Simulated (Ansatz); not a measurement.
A plane-wave DFT run in Ansatz 0.2.0 (scalar-relativistic PAW potentials unless the input names others): input and command.

```yaml
crystal:
  lattice:
    - [5.5999140663, 0.0, 0.0]
    - [-2.7999570332, 4.8496678404, 0.0]
    - [0.0, 0.0, 3.0571336733]
  atoms:
    - { symbol: B, position: [0.5, 0.0, 0.0] }
    - { symbol: B, position: [0.5, 0.5, 0.0] }
    - { symbol: B, position: [0.0, 0.5, 0.0] }
    - { symbol: As, position: [0.0, 0.0, 0.0] }
    - { symbol: As, position: [0.3333333333, 0.6666666667, 0.5] }
    - { symbol: As, position: [0.6666666667, 0.3333333333, 0.5] }
basis:
  ecutwfc: 420
kpoints:
  mp_grid: { grid: [12, 12, 10] }
hamiltonian:
  xc: pbe
scf:
  occupations: { method: fixed }
  max_iter: 100
output:
  forces: true
  eigenvalues: true
  stress: true
```

```bash
ansatz run input.yaml --threads 1 --pin off --max-ram 2560MiB --backend cpu --events-out ev --progress --plain --runs-dir out
```

Abridged log:
```
Basis set: ecut = 420 eV, 1631 PW (Γ), exchange–correlation on 80×80×48 points (8 copies of the dense FFT grid, shifted against one another)
Bands: 33, of which v1, the nominal top of the filled ones, is band 27 counted from 1 (26 counted from 0)
Symmetry: 24 space group operations
k-points: 114 of 1440
SCF iter   1: F=—  HF=-15027.792932 eV  |F-HF|=—  |Δ(HF+E_count)|=         —  Δρ=7.42e-3  dr2=5.22e-2  ethr=1.77e-3  ⟨swp⟩=4.3  Hψ=13104  notcnv=0  defer=329
SCF iter   2: F=—  HF=-15027.782892 eV  |F-HF|=—  |Δ(HF+E_count)|=   1.00e-2  Δρ=3.54e-3  dr2=7.59e-3  ethr=9.67e-5  ⟨swp⟩=2.0  Hψ=4929  notcnv=0  defer=434
SCF iter   3: F=—  HF=-15027.781888 eV  |F-HF|=—  |Δ(HF+E_count)|=   1.00e-3  Δρ=1.03e-3  dr2=6.06e-4  ethr=1.41e-5  ⟨swp⟩=2.0  Hψ=4652  notcnv=0  defer=454
SCF iter   4: F=—  HF=-15027.781875 eV  |F-HF|=—  |Δ(HF+E_count)|=   1.32e-5  Δρ=1.72e-4  dr2=3.43e-5  ethr=1.12e-6  ⟨swp⟩=2.0  Hψ=6724  notcnv=0  defer=429
SCF iter   5: F=—  HF=-15027.781843 eV  |F-HF|=—  |Δ(HF+E_count)|=   3.14e-5  Δρ=7.07e-5  dr2=2.50e-6  ethr=6.36e-8  ⟨swp⟩=2.0  Hψ=6666  notcnv=0  defer=173
SCF iter   6: F=-15027.781844 eV  HF=-15027.781844 eV  |F-HF|=2.14e-8  |Δ(HF+E_count)|=   8.48e-7  Δρ=1.07e-5  dr2=5.59e-8  ethr=1.85e-10  ⟨swp⟩=7.9  Hψ=19153  notcnv=0
SCF 1 converged in 6 iterations: F = -15027.781844 eV  dr2 = 5.59e-8
SCF converged after 6 iterations
Free energy (F): -15027.781844 eV
Harris-Foulkes:  -15027.781844 eV  (|F-HF|=2.14e-8)
Internal energy: -15027.781844 eV  (E = F + TS)
E sigma→0 (E₀):  -15027.781844 eV
Fermi energy:    13.178881 eV
--- Forces (eV/Å), atoms counted from 1 ---
  atom   1  B      0.00000000     0.00000000     0.00000000
  atom   2  B      0.00000000     0.00000000     0.00000000
  atom   3  B      0.00000000     0.00000000     0.00000000
  atom   4  As     0.00000000     0.00000000     0.00000000
  atom   5  As     0.00000000     0.00000000     0.00000000
  atom   6  As     0.00000000     0.00000000     0.00000000
--- Stress (GPa, compression-positive) ---
       -1.833269       0.000000       0.000000
        0.000000      -1.833269       0.000000
        0.000000       0.000000       7.923724
  P = ⅓ Tr σ = 1.4191 GPa (14.191 kbar)
```

**Question.** What should be changed?

**Answer.** The fault is fixed occupations on a metal: they fill the same number of bands at every k-point, while the true filling differs from point to point (scf.occupations: {"method": "gaussian", "width": 0.1} → {"method": "fixed"}, the first being the value of the sound run). Setting it back cures it. The log, from which this was withheld above, says: «WARN: a fill by count may have filled part of one level: at k-index 111 the highest filled band, 10.536795 eV, and the lowest empty band, 10.536795 eV, stand 8.882e-15 eV apart, within the solve's uncertainty, 3.162e-4 eV. If they are one level, whatever splits it, however little, can move the result. A smearing (`scf.occupations.method` with a `width`) well over the split that the run's distortions make …» The run converged all the same, with an energy at zero smearing 161 meV/atom above the reference's, pressure 1.42 GPa, largest force 0.000 eV/Å, no gap on the mesh, so convergence alone doesn't show that an input is right. A reference run on usual settings, whose relaxation ended at this geometry, converged, and the end of its own relaxation has pressure -0.01 GPa, largest force 0.000 eV/Å, no gap on the mesh.

Time: 19 s on 1 thread of Arm Neoverse V2, with other jobs on the host, peak memory 0.48 GiB.